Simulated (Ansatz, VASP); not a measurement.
**As: VASP beside Ansatz**

Contents of INCAR:

```
PREC = Accurate
ENCUT = 520
EDIFF = 1E-7
ISMEAR = 1
SIGMA = 0.3
LREAL = False
LASPH = True
NELM = 80
ALGO = Normal
ISIF = 2
LWAVE = False
LCHARG = True
GGA = PE
LELF = True
LVHAR = True
NBANDS = 12
```

The input KPOINTS:

```
regular mesh
0
Gamma
  10 10 10
```

POSCAR

```
As
1.0
    1.9036109523      1.0990502958      3.6081612956
   -1.9036109523      1.0990502958      3.6081612956
    0.0000000000     -2.1981005915      3.6081612956
As
2
Direct
    0.7737100447      0.7737100447      0.7737100447
    0.2262899553      0.2262899553      0.2262899553
```

Input for Ansatz:

```yaml
crystal:
  lattice:
    - [1.9036109523, 1.0990502958, 3.6081612956]
    - [-1.9036109523, 1.0990502958, 3.6081612956]
    - [0.0, -2.1981005915, 3.6081612956]
  atoms:
    - { symbol: As, position: [0.7737100447, 0.7737100447, 0.7737100447] }
    - { symbol: As, position: [0.2262899553, 0.2262899553, 0.2262899553] }
hamiltonian:
  xc: pbe
  pseudopotentials:
    kind: paw
    azcp:
      As: "pseudopotentials/As.paw.azcp"
basis:
  ecutwfc: 420
  fft_grid_basis: typed
kpoints:
  mp_grid: { grid: [10, 10, 10], shift: [0, 0, 0] }
magnetization:
  spin_polarized: false
scf:
  occupations: { method: methfessel_paxton, width: 0.3 }
  lower_state_search: "off"
output:
  stress: true
```

Alike in both runs: task single point; functional PBE; k mesh 10 × 10 × 10; occupations methfessel-paxton of order 1, width 0.3 eV; no spin polarisation.

```csv
,VASP,Ansatz
version,VASP 6.6.1,Ansatz 0.2.0
potentials or method,"VASP PAW PBE potentials, release 64 (As)","plane waves (420 eV) with PAW, scalar-relativistic"
plane-wave cutoff (eV),520,420
valence electrons in the cell,10,30
```

```csv
,VASP,Ansatz,Ansatz less VASP
pressure (GPa),0.3,0.0,-0.24
largest component of the traceless stress (GPa),0.14,0.07,-0.068
```

The two sets of potentials don't hold the same shells in valence.
